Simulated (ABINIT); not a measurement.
# PbSe (Clausthalite) (Fm-3m) in ABINIT: further runs, part 2 of 2

ABINIT 10.8.3 (patched build).

**3. Relaxation of cell and atoms, PBE, target pressure 5 GPa, at which the enthalpy is minimised**

Input file run.abi:

```
# Pseudopotentials
pp_dirpath "./"
pseudos "Pb.GGA_PBE-JTH.xml, Se.GGA_PBE-JTH.xml"

# Structure
acell 4.3284127397 4.3284127397 4.3284127397 Angstrom
rprim
     0.0000000000     0.7071067812     0.7071067812
     0.7071067812     0.0000000000     0.7071067812
     0.7071067812     0.7071067812     0.0000000000
ntypat 2
znucl 82 34
natom 2
typat 1 2
xred
     0.0000000000     0.0000000000     0.0000000000
     0.5000000000     0.5000000000     0.5000000000
chkprim 0
chksymtnons 0
tolsym 1.0e-6

# Plane-wave basis
ecut 22.0
pawecutdg 44.0
pawxcdev 0

# k points
kptopt 1
ngkpt 8 8 8
nshiftk 1
shiftk 0.0 0.0 0.0

# Exchange and correlation
ixc 11

# Bands and occupations
nband 14
occopt 3
tsmear 0.05 eV

# SCF cycle
nstep 100
tolvrs 1.0e-9

# Output
iomode 3
prtwf 0
prtden 0
prteig 0
prtebands 0

# Relaxation
ionmov 2
ntime 60
tolmxf 0.0001
optcell 2
dilatmx 1.08
ecutsm 0.5
strtarget 3*-1.699465e-04 3*0.0
```

Potentials or basis: JTH PAW PBE v2.0.

Started as:

```bash
$ abinit run.abi > log 2>&1
```

run.abo:

```text
.Version 10.8.3 of ABINIT
 Symmetries : space group Fm -3 m (#225); Bravais cF (face-center cubic)
================================================================================
 Values of the parameters that define the memory need of the present run
     intxc =       0    ionmov =       2      iscf =      17    lmnmax =      18
     lnmax =       6     mgfft =      40  mpssoang =       3    mqgrid =    3001
     natom =       2  nloc_mem =       2    nspden =       1   nspinor =       1
    nsppol =       1      nsym =      48    n1xccc =       1    ntypat =       2
    occopt =       3   xclevel =       2
       mpw =        2421          nfft =       64000          nkpt =          29
 PAW method is used; the additional fine FFT grid is defined by:
   mgfftf=        54    nfftf =    157464
================================================================================
================================================================================

--------------------------------------------------------------------------------
------------- Echo of variables that govern the present computation ------------
--------------------------------------------------------------------------------
 -outvars: echo values of preprocessed input variables --------
            acell      8.1795146379E+00  8.1795146379E+00  8.1795146379E+00 Bohr
              amu      2.07200000E+02  7.89600000E+01
          chkprim           0
      chksymtnons           0
          dilatmx      1.08000000E+00
             ecut      2.20000000E+01 Hartree
           ecutsm      5.00000000E-01 Hartree
[... 565 lines left out ...]
PAW spherical_terms :  9.00044399184816E+00
internal            : -7.08209036732242E+01
'-kT*entropy'       : -2.88536559648018E-05
total_energy_dc     : -7.08209325268802E+01
total_energy_dc_eV  : -1.92713574928950E+03
...

--- !EnergyTermsWithPAWCore
iteration_state     : {dtset: 1, itime: 4, icycle: 1, }
comment             : 'Components of total free energy, including PAW core contributions'
Total energy        : -2.33121681816940E+04
Total energy DC     : -2.33121681866270E+04
Total energy (eV)   : -6.34356412623345E+05
Total energy DC (eV): -6.34356412757579E+05
...

 Cartesian components of stress tensor (hartree/bohr^3)
  sigma(1 1)= -1.69855225E-04  sigma(3 2)=  0.00000000E+00
  sigma(2 2)= -1.69855225E-04  sigma(3 1)=  0.00000000E+00
  sigma(3 3)= -1.69855225E-04  sigma(2 1)=  0.00000000E+00

-Cartesian components of stress tensor (GPa)         [Pressure=  4.9973E+00 GPa]
- sigma(1 1)= -4.99731324E+00  sigma(3 2)=  0.00000000E+00
- sigma(2 2)= -4.99731324E+00  sigma(3 1)=  0.00000000E+00
- sigma(3 3)= -4.99731324E+00  sigma(2 1)=  0.00000000E+00

== END DATASET(S) ==============================================================
================================================================================

 -outvars: echo values of variables after computation  --------
            acell      8.0678533001E+00  8.0678533001E+00  8.0678533001E+00 Bohr
           etotal     -7.0820932527E+01
            fcart     -0.0000000000E+00 -0.0000000000E+00 -0.0000000000E+00
                      -0.0000000000E+00 -0.0000000000E+00 -0.0000000000E+00
            rprim      0.0000000000E+00  7.0710678119E-01  7.0710678119E-01
                       7.0710678119E-01  0.0000000000E+00  7.0710678119E-01
                       7.0710678119E-01  7.0710678119E-01  0.0000000000E+00
           strten     -1.6985522467E-04 -1.6985522467E-04 -1.6985522467E-04
                       0.0000000000E+00  0.0000000000E+00  0.0000000000E+00
           xangst      0.0000000000E+00  0.0000000000E+00  0.0000000000E+00
                       3.0188680253E+00  3.0188680253E+00  3.0188680253E+00
             xred      0.0000000000E+00  0.0000000000E+00  0.0000000000E+00
                       5.0000000000E-01  5.0000000000E-01  5.0000000000E-01
 Calculation completed.
```

Run time: 2.1 min. Hardware: 1 thread of Arm Neoverse V2, shared host; peak memory 0.16 GiB.

What came out:

| Property | Result |
| --- | --- |
| Free energy | -1927.1357 eV |
| Relaxed volume | 27.51 Å³/atom |
| Relaxed cell | a = 4.269 Å, b = 4.269 Å, c = 4.269 Å, α = 60.00°, β = 60.00°, γ = 60.00° |
| Space group after relaxing (to 0.05 Å) | Fm-3m (No. 225) |
| Energy change on relaxing (the enthalpy is what falls) | +26.6 meV/atom |
| Ionic steps | 4 |
| Pressure after relaxing | 5.0 GPa |
| Band gap on the k mesh | 0.14 eV, direct |
| Valence electrons inside the program's atomic spheres | Pb 11.35; Se 3.94 |

The path:
```csv
step,energy change (eV),largest force (eV/Å),pressure (GPa),volume (Å³)
1,0.0000,0.0000,2.44,57.34
2,0.0075,0.0000,2.90,56.89
3,0.0560,0.0000,5.10,54.94
4,0.0532,0.0000,5.00,55.03
```

Final structure:
```
Pb Se
1.0
     0.00000    3.01887    3.01887
     3.01887    0.00000    3.01887
     3.01887    3.01887    0.00000
Pb Se
1 1
Direct
  0.00000 0.00000 0.00000
  0.50000 0.50000 0.50000
```

Levels at points of the mesh, in eV from the valence-band top:
```tsv
k point	band 6	band 7	band 8	band 9	band 10	band 11	band 12	band 13	band 14
(0.00, 0.00, 0.00)	-14.00	-6.29	-2.12	-2.12	-2.12	4.77	4.77	4.77	6.41
(0.50, 0.00, 0.00)	-12.83	-9.10	-1.67	-1.67	0.00	0.14	1.55	1.55	8.59
(0.50, 0.50, 0.00)	-12.39	-7.51	-5.38	-3.55	-3.55	3.49	5.73	5.73	6.18
```

Caveat: spin-orbit coupling is left out, which as a rule narrows the gap of such compounds by several tenths of an eV. A k mesh can miss the band edges.

**4. How close it comes**

Step 2. The cell as given is a measured one (28.67 Å³/atom); PBE puts the equilibrium volume +4.8 % from it, thermal expansion not counted.
